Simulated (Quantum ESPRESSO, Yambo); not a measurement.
# A GW chain in Yambo: RbBr (Fm-3m), part 2 of 2

Aim: the G0W0 gap of RbBr (Fm-3m) on PBE, step by step.

Quantum ESPRESSO 7.5 and Yambo 5.3.0; PBE and many-body steps on it, plane waves. Known limits of the many-body steps: not at the basis limit; no spin-orbit coupling.

So far. Step 2 (Ground state): The gap is direct, at Γ. Step 3 (Bands along the symmetry lines): The gap is 4.364 eV, as in the run before at this level.

The database entry behind the starting cell differs from later determinations by our own check (about 0.5 % short), so it need not match the best structure at ambient conditions.

## Step 4: Empty states on the mesh, 4×4×4 mesh, 195 bands

Level of this step: DFT, PBE, plane waves, norm-conserving pseudopotentials (Quantum ESPRESSO).

The sums over transitions need many empty states on a uniform mesh; this step solves for them.

pw.in

```
&control
  calculation = 'nscf'
  prefix = 'x'
  outdir = 'o'
  pseudo_dir = 'pseudo'
/
&system
  ibrav = 0
  nat = 2
  ntyp = 2
  ecutwfc = 76.0
  nbnd = 195
  force_symmorphic = .true.
/
&electrons
  conv_thr = 1e-9
  electron_maxstep = 80
  diago_full_acc = .true.
  diago_thr_init = 5e-6
/
ATOMIC_SPECIES
  Rb 85.468 Rb.upf
  Br 79.904 Br.upf
CELL_PARAMETERS angstrom
  -0.0000000000 3.4270000000 3.4270000000
  3.4270000000 -0.0000000000 3.4270000000
  3.4270000000 3.4270000000 -0.0000000000
ATOMIC_POSITIONS crystal
  Rb 0.0000000000 0.0000000000 0.0000000000
  Br 0.5000000000 0.5000000000 0.5000000000
K_POINTS automatic
  4 4 4 0 0 0
```

The run is started by

```
$ OMP_NUM_THREADS=1 mpirun -n 16 pw.x -nk 4 -in pw.in > pw.out
```

Log:

```text
[banner, memory and clock lines left out]
Program PWSCF v.7.5 starts

     Atomic positions and unit cell read from directory:
     o/x.save/

     Message from routine setup:
     using ibrav=0 with symmetry is DISCOURAGED, use correct ibrav instead

     bravais-lattice index     =            0
     lattice parameter (alat)  =       9.1586  a.u.
     unit-cell volume          =     543.2114 (a.u.)^3
     number of atoms/cell      =            2
     number of atomic types    =            2
     number of electrons       =        26.00
     number of Kohn-Sham states=          195
     kinetic-energy cutoff     =      76.0000  Ry
     charge density cutoff     =     304.0000  Ry
     Exchange-correlation= PBE
                           (   1   4   3   4   0   0   0)

     celldm(1)=   9.158576  celldm(2)=   0.000000  celldm(3)=   0.000000
     celldm(4)=   0.000000  celldm(5)=   0.000000  celldm(6)=   0.000000

     crystal axes: (cart. coord. in units of alat)
               a(1) = (  -0.000000   0.707107   0.707107 )
               a(2) = (   0.707107  -0.000000   0.707107 )
               a(3) = (   0.707107   0.707107  -0.000000 )

     reciprocal axes: (cart. coord. in units 2 pi/alat)
               b(1) = ( -0.707107  0.707107  0.707107 )
               b(2) = (  0.707107 -0.707107  0.707107 )
               b(3) = (  0.707107  0.707107 -0.707107 )
     Pseudo is Norm-conserving + core correction, Zval =  9.0
     Generated using ONCVPSP code by D. R. Hamann
     Using radial grid of 2308 points,  6 beta functions with:
     Pseudo is Norm-conserving + core correction, Zval = 17.0
     Generated using ONCVPSP code by D. R. Hamann
     Using radial grid of 1098 points,  6 beta functions with:
     Rb                9.00    85.46800     Rb( 1.00)
     Br               17.00    79.90400     Br( 1.00)

     48 Sym. Ops., with inversion, found

   Cartesian axes

     site n.     atom                  positions (alat units)
         1        Rb     tau(   1) = (   0.0000000   0.0000000   0.0000000  )
         2        Br     tau(   2) = (   0.7071068   0.7071068   0.7071068  )

     number of k points=     8
                       cart. coord. in units 2pi/alat
        k(    1) = (   0.0000000   0.0000000   0.0000000), wk =   0.0312500
        k(    2) = (   0.1767767   0.1767767  -0.1767767), wk =   0.2500000
        k(    3) = (  -0.3535534  -0.3535534   0.3535534), wk =   0.1250000
[...]
k(    7) = (  -0.7071068   0.0000000   0.0000000), wk =   0.0937500
        k(    8) = (  -0.7071068   0.3535534   0.0000000), wk =   0.1875000

     Dense  grid:    48671 G-vectors     FFT dimensions: (  54,  54,  54)

     The potential is recalculated from file :
     o/x.save/charge-density

     Starting wfcs are   14 randomized atomic wfcs +  181 random wfcs

     Band Structure Calculation

     End of band structure calculation

          k = 0.0000 0.0000 0.0000 (  5985 PWs)   bands (ev):

   -55.9826 -55.9826 -55.9807 -55.9807 -55.9807 -22.2901 -10.0526  -6.3615
    -6.3615  -6.3615   2.1322   2.1322   2.1322   6.4965   9.4189   9.4189
     9.4189  10.3081  10.3081  13.1143  17.9700  17.9700  17.9700  18.2752
[...]
[... 13 further rows ...]
[...]
101.3758 101.7194 103.8157

          k = 0.1768 0.1768-0.1768 (  6072 PWs)   bands (ev):

[...]
[... 13 further rows ...]
[...]
99.1199  99.1199  99.3924

          k =-0.3536-0.3536 0.3536 (  6116 PWs)   bands (ev):

[...]
46.1279  46.1888  46.2049  49.0310  49.9487  51.7198  51.7198  52.7416
     [... 13 further rows ...]
    96.9658  97.0172  97.0494  97.5036  97.5036  97.9663  99.1614  99.1614
    99.2964  99.2965  99.5509

          k = 0.3536 0.0000 0.0000 (  6102 PWs)   bands (ev):

     [... further k-points ...]

     highest occupied, lowest unoccupied level (ev):     2.1322    6.4965

     XML data file, pseudopotentials, collected wavefunctions
```

Wall time 8.1 s (16 MPI ranks of AMD EPYC 7R43, shared host); peak memory 1.3 GiB.

Numbers from this step:

- gap: 4.364 eV
- k of the valence top: 0, 0, 0
- k of the conduction bottom: 0, 0, 0
- least direct gap: 4.364 eV
- k points computed: 8
- lowest point of the top converged band, above the valence top: 94.2073 eV

On this mesh the gap is 4.364 eV.

## Step 5: Conversion and set-up

This step: Yambo 5.3.0; conversion and set-up on PBE, plane waves, norm-conserving pseudopotentials.

The states are converted to the many-body program's format and the q mesh is built.

The run is started by

```
$ (cd o/x.save; p2y > p2y.log; mv SAVE ../..); yambo > setup.log
```

Log:

```text
 Yambo, version 5.3.0

 [02] CORE Variables Setup
 =========================

  [02.01] Unit cells
  ==================

  Cell kind             :  FCC
  Atoms in the cell     :  Rb  Br
  number of Rb atoms    :  1
  number of Br atoms    :  1

  List of atomic masses
  Mass of Rb    :  85.46800
  Mass of Br    :  79.90400

  List of atomic coordinates    : [cc]
  Rb1       :  0.000000  0.000000  0.000000  order 1
  Br1       :  6.476091  6.476091  6.476091  order 2

  Alat factors          :  6.476091  6.476091  6.476091 [a.u.]
  Direct lattice volume :  543.2114 [a.u.]
  Direct lattice vectors:  A[ 1 ]  A[ 2 ]  A[ 3 ]
   A[ 1 ]: -0.000000  1.000000  1.000000  [iru]
  -0.000000  6.476091  6.476091  [cc]
   A[ 2 ]:  1.000000 -0.000000  1.000000  [iru]
   6.476091 -0.000000  6.476091  [cc]
   A[ 3 ]:  1.000000  1.000000 -0.000000  [iru]
   6.476091  6.476091 -0.000000  [cc]

  Recip. lattice volume :  0.456637 [a.u.]
  Recip. lattice vectors:  B[ 1 ]  B[ 2 ]  B[ 3 ]
   B[ 1 ]: -0.500000  0.500000  0.500000  [iku]
  -0.485106  0.485106  0.485106  [cc]
   B[ 2 ]:  0.500000 -0.500000  0.500000  [iku]
   0.485106 -0.485106  0.485106  [cc]
   B[ 3 ]:  0.500000  0.500000 -0.500000  [iku]
   0.485106  0.485106 -0.485106  [cc]

  [02.02] Symmetries
  ==================

  Inversion symmetry    : yes
  Spatial inversion     : yes
  Inversion index       :  25
  K-space Time-reversal : no
  Magnetic symmetries   : no
  Group table correct   : yes
  Symmetries units      :  [cc]

   [S  1]:   1.0000      0.27213E-16  0.27213E-16  0.27213E-16   1.0000     -0.27213E-16 -0.27213E-16 -0.27213E-16   1.0000
   [S  2]:  -1.0000     -0.27213E-16  0.27213E-16 -0.27213E-16  -1.0000     -0.27213E-16  0.27213E-16  0.27213E-16   1.0000
   [S  3]:  -1.0000      0.27213E-16 -0.27213E-16 -0.27213E-16   1.0000      0.27213E-16  0.27213E-16 -0.27213E-16  -1.0000
[...]
[... 36 further rows ...]
   [S 47]:  0.27213E-16   1.0000     -0.27213E-16 -0.27213E-16  0.27213E-16  -1.0000       1.0000     -0.27213E-16  0.27213E-16
   [S 48]:  0.27213E-16  -1.0000      0.27213E-16 -0.27213E-16 -0.27213E-16   1.0000       1.0000      0.27213E-16 -0.27213E-16

  [02.03] Reciprocal space
  ========================

  nG shells         :   433
  nG charge         :   48671
  nG WFs            :   7290
  nC WFs            :   6116
  G-vecs. in first 43 shells:  [ Number ]
     1    9   15   27   51   59   65   89  113
    137   169   181   229   259   283   307   331   339
    387   411   459   531   537   561   609   645   701
[...]
1139  1211  1243  1291  1363  1411  1459
  ...
  Shell energy in first 43 shells:  [ mHa ]
[...]
6000.87      6118.53      6589.19      6942.18      7530.50      7883.49      8001.16      8471.81      8824.80
[...]
K/Q-points units:
  rlu = crystal or reduced units; cc = cartesian coordinates; iku = interal k-units

  K [1]          [rlu]:  0.000000  0.000000  0.000000
         WF components:   5985
  K [2]          [rlu]: -0.81030E-17 -0.81030E-17  0.25000
         WF components:   6072
  K [3]          [rlu]:  0.16206E-16  0.16206E-16 -0.50000
         WF components:   6116
  K [4]          [rlu]: -0.32852E-17  0.25000      0.25000
         WF components:   6102
  K [5]          [rlu]:  0.23457E-16  0.25000     -0.50000
         WF components:   6070
  [... 2 further k-points ...]
  K [8]          [rlu]:  0.250000 -0.500000 -0.250000
         WF components:   6032

  [02.05] Energies & Occupations
  ==============================

  [X] === General ===
  [X] Electronic Temperature                        :  0.000000  0.000000 [eV K]
  [X] Bosonic    Temperature                        :  0.000000  0.000000 [eV K]
  [X] Finite Temperature mode                       : no
  [X] El. density                                   :  0.32300E+24 [cm-3]
  [X] Fermi Level                                   :  2.132233 [eV]

  [X] === Gaps and Widths ===
  [X] Conduction Band Min                           :  4.364255 [eV]
  [X] Valence Band Max                              :  0.000000 [eV]
  [X] Filled Bands                                  :  13
  [X] Empty Bands                                   :   14  195
  [X] Direct Gap                                    :  4.364255 [eV]
  [X] Direct Gap localized at k                     :  1
  [X] Indirect Gap                                  :  4.364255 [eV]
  [X] Indirect Gap between kpts                     :  1  1
  [X] Last valence band width                       :  0.354274 [eV]
  [X] 1st conduction band width                     :  2.722712 [eV]

  E @ K [1]:  [eV]
  -58.11487 -58.11487 -58.11292 -58.11292 -58.11292 -24.42232 -12.18480  -8.49377
   -8.4938      -8.4938     -0.38389E-10 -0.15764E-10   0.0000       4.3643       7.2866       7.2866
    7.28663   8.17591   8.17591  10.98203  15.83781  15.83781  15.83781  16.14292
[...]
occ @ K [1]
[...]
E @ K [2]:  [eV]
[...]
occ @ K [2]
[...]
E @ K [3]:  [eV]
[...]
occ @ K [3]
[...]
E @ K [4]:  [eV]
[...]
occ @ K [4]
[...]
E @ K [5]:  [eV]
[...]
occ @ K [5]
[...]
[... 2 further k-points ...]
  E @ K [8]:  [eV]
[...]
occ @ K [8]
[...]
0.000000  0.000000  0.000000  0.000000  0.000000  0.000000  0.000000  0.000000
   0.000000  0.000000  0.000000  0.000000  0.000000  0.000000  0.000000  0.000000

 [03] Transferred momenta grid and indexing
 ==========================================

 IBZ Q-points                                      :   8
 BZ  Q-points                                      :   64

 K/Q-points units:
 rlu = crystal or reduced units; cc = cartesian coordinates; iku = interal k-units

 Q [1]          [rlu]:  0.000000  0.000000  0.000000
 Q [2]          [rlu]:  0.20505E-16 -0.72508E-17  0.25000
 Q [3]          [rlu]: -0.41010E-16  0.14502E-16 -0.50000
[...]
Q [7]          [rlu]:  0.65704E-17 -0.50000     -0.50000
 Q [8]          [rlu]:  0.250000 -0.500000 -0.250000

  [03.01] X indexes
  =================

   [03.01.01] Sigma indexes
   ========================

 [06] Game Over & Game summary
```

Elapsed: 4.5 s, on 1 MPI rank; peak memory 0.25 GiB.

## Step 6: Screening and self-energy, 4×4×4 mesh, 195 bands, screening to 197.3 eV

Now the one-shot GW correction: screening in the RPA, then the self-energy of the levels asked for.

This step: G0W0 on PBE, plane waves, norm-conserving pseudopotentials.

gw1.in

```
HF_and_locXC
gw0
dyson
ppa
em1d
rim_cut
RandQpts= 1000000
RandGvec= 1 RL
EXXRLvcs= 76 Ry
VXCRLvcs= 304 Ry
Chimod= "HARTREE"
% BndsRnXp
 1 | 195 |
%
NGsBlkXp= 14.5 Ry
% LongDrXp
 1 | 1 | 1 |
%
% GbndRnge
 1 | 195 |
%
DysSolver= "n"
ExtendOut
PPAPntXp= 27.21138 eV
% QPkrange
 1 | 1 | 12 | 15 |
%
```

The run is started by

```
$ OMP_NUM_THREADS=1 mpirun -n 16 yambo -F gw1.in -J gw1 -C gw1 > gw1.log
```

Log:

```text
 Yambo, version 5.3.0

 [02] CORE Variables Setup
 =========================

  [... cell, symmetries and grids as in the set-up ...]

  [02.05] Energies & Occupations
  ==============================

  [X] === General ===
  [X] Electronic Temperature                        :  0.000000  0.000000 [eV K]
  [X] Bosonic    Temperature                        :  0.000000  0.000000 [eV K]
  [X] Finite Temperature mode                       : no
  [X] El. density                                   :  0.32300E+24 [cm-3]
  [X] Fermi Level                                   :  2.132233 [eV]

  [X] === Gaps and Widths ===
  [X] Conduction Band Min                           :  4.364255 [eV]
  [X] Valence Band Max                              :  0.000000 [eV]
  [X] Filled Bands                                  :  13
  [X] Empty Bands                                   :   14  195
  [X] Direct Gap                                    :  4.364255 [eV]
  [X] Direct Gap localized at k                     :  1
  [X] Indirect Gap                                  :  4.364255 [eV]
  [X] Indirect Gap between kpts                     :  1  1
  [X] Last valence band width                       :  0.354274 [eV]
  [X] 1st conduction band width                     :  2.722712 [eV]

 [03] Transferred momenta grid and indexing
 ==========================================

 IBZ Q-points                                      :   8
 BZ  Q-points                                      :   64

 K/Q-points units:
 rlu = crystal or reduced units; cc = cartesian coordinates; iku = interal k-units

 Q [1]          [rlu]:  0.000000  0.000000  0.000000
 Q [2]          [rlu]:  0.20505E-16 -0.72508E-17  0.25000
 Q [3]          [rlu]: -0.41010E-16  0.14502E-16 -0.50000
 Q [4]          [rlu]: -0.32852E-17  0.25000      0.25000
 Q [5]          [rlu]:  0.34809E-16  0.25000      0.50000
 Q [6]          [rlu]:  0.99473E-16  0.25000     -0.25000
 Q [7]          [rlu]:  0.65704E-17 -0.50000     -0.50000
 Q [8]          [rlu]:  0.250000 -0.500000 -0.250000

 [04] Coloumb potential Random Integration (RIM)
 ===============================================

  [04.01] RIM initialization
  ==========================

  * Diagonal components only detected *

  8 x (sBL volume)        :  0.057080 [a.u.]
  sBZ random points       :  1000000
  Points outside the sBZ  :   7999624
  RL volume               :  0.456637 [a.u.]
  Integrated volume       :  0.456658 [a.u.]

  [04.02] RIM integrals
  =====================

  Gamma point sphere radius             :  0.069841 [a.u.]
  Points outside the sphere             :   799635
  [Int_sBZ(q=0) 1/q^2]*(Vol_sBZ)^(-1/3) =:  7.763403
                                 should be <:  7.795600

  Summary of Coulomb integrals for non-metallic bands |Q|[au] RIM/Bare

  Q [1] 0.100000E-4 0.995870 * Q [2] 0.210057 1.064399
  Q [4] 0.242553 1.062895 * Q [6] 0.343022 1.025542
  Q [5] 0.402229 1.018794 * Q [3] 0.420114 1.016436
  Q [7] 0.485106 1.013461 * Q [8] 0.542365 1.010414

 [05] Dipoles
 ============

  [05.01] Setup: observables and procedures
  =========================================

 [06] Dynamic Dielectric Matrix (PPA)
 ====================================

 [SLK-Inversion]  Pools        :   4
 [SLK-Inversion]  BLACS grid   :  2  2

 [WR./gw1//ndb.pp]---------------------------------------------------------------
  Brillouin Zone Q/K grids (IBZ/BZ)                :    8   64    8   64
  RL vectors                                       :   7343 [WF]
  Coulomb cutoff potential                         : none
  Electronic Temperature                           :  0.000000 [K]
  Bosonic    Temperature                           :  0.000000 [K]
  PPA    diel. fun.  energies                      : Perdew, Burke & Ernzerhof(X)+Perdew, Burke & Ernzerhof(C)
  wavefunctions                                    : Perdew, Burke & Ernzerhof(X)+Perdew, Burke & Ernzerhof(C)
  Global Gauge                                     : length
  X matrix size                                    :   537
  X band range                                     :    1  195
  X e/h energy range                               : -1.000000 -1.000000 [eV]
  X Time ordering                                  : R
  X Hxc Kernel                                     : HARTREE
  X Drude frequency                                :  0.000000  0.000000
  X poles                                          :  100.0000 [o/o]
  RL vectors in the sum                            :   7343
  [r,Vnl] included                                 : yes
  Field direction                                  :  0.577350E-5  0.577350E-5  0.577350E-5
  BZ energy Double Grid                            : no
  BZ energy DbGd points                            : 0
  BZ Q point size factor                           : -1.000000
  X Optical Averaged directions                    : none

 [07] Local Exchange-Correlation + Non-Local Fock
 ================================================

 [VXC] Plane waves :   48671
 [EXS] Plane waves :   6081

 QP @ state[ 1 ] K range:  1  1
 QP @ state[ 1 ] b range:  12  15

 [xc] Functional : Perdew, Burke & Ernzerhof(X)+Perdew, Burke & Ernzerhof(C)
 [xc] LIBXC used to calculate xc functional
  PP Number of Atomic Species                      :  2
  NLCC RL compoments                               :   48671
  PP Number of Atomic Species                      :  2
  NLCC RL compoments                               :   48671

 [xc] E_xc :  -16.27496 [Ha]
      E_xc :  -32.54992 [Ry]

  Local XC kind (lXC) : Perdew, Burke & Ernzerhof(X)+Perdew, Burke & Ernzerhof(C)
  Non-Local XC kind (nlXC) : Hartree-Fock

  Corrections @ K [1] :  [eV]
 <12|nlXC|12> = -19.38961  0.43383E-17 <12|lXC|12> = -14.22687 -0.75527E-15
 <13|nlXC|13> = -19.38962  0.15028E-16 <13|lXC|13> = -14.22687  0.000000
 <14|nlXC|14> = -3.637713 -0.10605E-17 <14|lXC|14> = -6.942250  0.000000
 <15|nlXC|15> = -3.251958 -0.41025E-18 <15|lXC|15> = -7.444603  0.000000

 [08] Dyson equation: Newton solver
 ==================================

  [08.01] G0W0 (W PPA)
  ====================

  [  GW  ] Bands range     :    1  195
  [GW/PPA] G damping       :  0.100000 [eV]

  QP @ state[ 1 ] K range:  1  1
  QP @ state[ 1 ] b range:  12  15

   Sc/G bands                                       :    1  195
   Sc/G damping                                     :  0.100000 ev
   Sc bands terminator                              : no
   Sx RL components                                 :   6081

   QP @ state[ 1 ] K range                          :  1  1
   QP @ state[ 1 ] b range                          :  12  15
   GF energies kind                                 : Perdew, Burke & Ernzerhof(X)+Perdew, Burke & Ernzerhof(C)
   GF WF`s kind                                     : Perdew, Burke & Ernzerhof(X)+Perdew, Burke & Ernzerhof(C)
   Xs energies kind                                 : Perdew, Burke & Ernzerhof(X)+Perdew, Burke & Ernzerhof(C)
   Xs WF`s kind                                     : Perdew, Burke & Ernzerhof(X)+Perdew, Burke & Ernzerhof(C)

 [11] Game Over & Game summary
```

Run time: 2.2 min. Hardware: 16 MPI ranks; peak memory 8.2 GiB; 35 min of CPU time.

This step gave:

| Quantity | Value |
| --- | --- |
| G0W0 gap on the points computed | 7.568 eV |
| starting gap on the mesh | 4.364 eV |
| k of the valence top | 0, 0, 0 |
| k of the conduction bottom | 0, 0, 0 |
| least direct G0W0 gap on the computed points | 7.568 eV |
| Z at the valence top | 0.8264 |
| Z at the conduction bottom | 0.8768 |

The gap on the mesh goes from 4.36 eV to 7.57 eV, a correction of +3.20 eV.

Limits: finite bands, cutoff and mesh; no spin-orbit coupling. v1 is the top filled band, c1 the lowest empty one. Levels before and after the correction, in eV, zero at the valence-band top of each column:

|  | conduction bottom | valence top |
| --- | --- | --- |
| Kohn-Sham | 4.36 | 0.00 |
| G0W0 | 7.57 | 0.00 |

|  | level | energy (eV) |
| --- | --- | --- |
| Kohn-Sham | Γ v2-v1 | 0.000 |
| Kohn-Sham | Γ c1 | 4.364 |
| Kohn-Sham | Γ c2 | 7.287 |
| G0W0 | Γ v2-v1 | 0.000 |
| G0W0 | Γ c1 | 7.568 |
| G0W0 | Γ c2 | 11.117 |

## Step 7: Where the time went

Times are wall times on the hardware named with each run, good to a factor of about two.

| step | time | share | memory (GiB) |
| --- | --- | --- | --- |
| ground state | 6.3 s | 4 % | 1 |
| bands along the symmetry lines | 4.1 s | 3 % | 1.2 |
| empty states on the mesh | 8.1 s | 5 % | 1.3 |
| conversion and set-up | 4.5 s | 3 % | 0.25 |
| screening and self-energy | 2.2 min | 85 % | 8.2 |

## Step 8: Outcome

```json
{"PBE gap": "4.36 eV, direct", "G0W0 gap on the mesh": "7.57 eV", "GW settings": "4×4×4 mesh, 195 bands, screening to 197.3 eV, Godby-Needs plasmon pole", "known limits": "not at the basis limit; no spin-orbit coupling"}
```

What this shows: G0W0 moves the gap on the mesh from 4.36 eV to 7.57 eV (+3.20 eV), with Z of 0.83 and 0.88 at the edges. Only 1 of the mesh's irreducible points was corrected, so a valley elsewhere could overtake. The dearest step here is «screening and self-energy». Bands and cutoff are finite, so the gap is not at the basis limit. The miss can reach some tenths of an eV and take either sign; the mesh is an error of its own. In the G0W0 run levels were corrected at 1 k point alone, so a gap called «on the mesh» is the least over those, and an edge elsewhere would be missed. The many-body steps are scalar-relativistic: spin-orbit coupling is not in them.

[Paths, hosts, dates, memory and timing lines, banners, echoed tables and standing remarks are left out of the program output.]

[Logs are printed without paths, hosts, clocks, repeated set-up lines and the standing remarks that a program may print on its own settings, such as how far it seeks lower states.]

[Runs of the session that timed out or met a known fault of the program may be left out.]

[Hosts, paths, dates, database ids (printed as entryN), source tags and the programs' standing remarks are cut or masked in the printed files.]
